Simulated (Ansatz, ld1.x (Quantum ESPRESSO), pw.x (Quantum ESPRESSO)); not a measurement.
## Which W potential is closest to all-electron in the diamond crystal?

All use PBE, scalar-relativistic, no spin, cutoffs from each file’s atomic test, pw.x 7.5; 8³ k-points, Fermi–Dirac smearing 0.01 Ry. Δ is the rms difference from all-electron LAPW of the E(V) curves that follow from fits to the pressures, over ±6 % in volume. Mesh and smearing are coarse and serve the comparison alone. The files are a selection: those with a ghost or negative overlap were mostly not run, and those with noisy or unconverged pressures or nearly equal Δ are left out.

All-electron: a0 = 5.834 Å (V0 = 24.82 Å³/atom), B0 = 119.3 GPa.

Rank them by Δ, smallest first.
A. norm-conserving Troullier–Martins (Kleinman–Bylander form), ld1.x (Quantum ESPRESSO) 7.5, PBE; core [Xe] 4f14, reference 5d4 6s0 6p0; waves: 6p (bound, empty): rc 2.50 bohr; 5d (bound): rc 1.70 bohr; 6s (bound, empty): rc 2.50 bohr; local part: the s channel; core correction: none.
B. PAW, ld1.x (Quantum ESPRESSO) 7.5, PBE; core [Xe] 4f14, reference 5d5 6s1 6p0; waves: 6s (bound): rcut 2.50, rcutus 2.65 bohr; 6s channel at -0.05 Ry: rcut 2.50, rcutus 2.65 bohr; 6p (bound, empty): rcut 2.55, rcutus 3.40 bohr; 6p channel at 1.7 Ry: rcut 2.55, rcutus 3.40 bohr; 5d (bound): rcut 2.40, rcutus 2.80 bohr; 5d channel at 1.1 Ry: rcut 2.40, rcutus 2.80 bohr; local part: all-electron potential smoothed inside 2.00 bohr (lloc = -2); core correction: Bessel-smoothed model core inside 2.25 bohr; augmentation: PSQ, inside the norm-conserving radii.
C. ultrasoft, ld1.x (Quantum ESPRESSO) 7.5, PBE; core [Xe] 4f14, reference 5d4 6s2 6p0; waves: 6s (bound): rcut 2.35, rcutus 3.05 bohr; 6s channel at 0.35 Ry: rcut 2.35, rcutus 3.05 bohr; 6p (bound, empty): rcut 2.30, rcutus 3.05 bohr; 6p channel at 0.3 Ry: rcut 2.30, rcutus 3.05 bohr; 5d (bound): rcut 1.35, rcutus 1.70 bohr; 5d channel at 1.05 Ry: rcut 1.35, rcutus 1.70 bohr; local part: all-electron potential smoothed inside 2.50 bohr (lloc = -1); core correction: Bessel-smoothed model core inside 1.45 bohr; augmentation: built from norm-conserving waves at rcut, not smoothed further.

C (4.3 meV/atom), A (13.7 meV/atom), B (19.1 meV/atom).
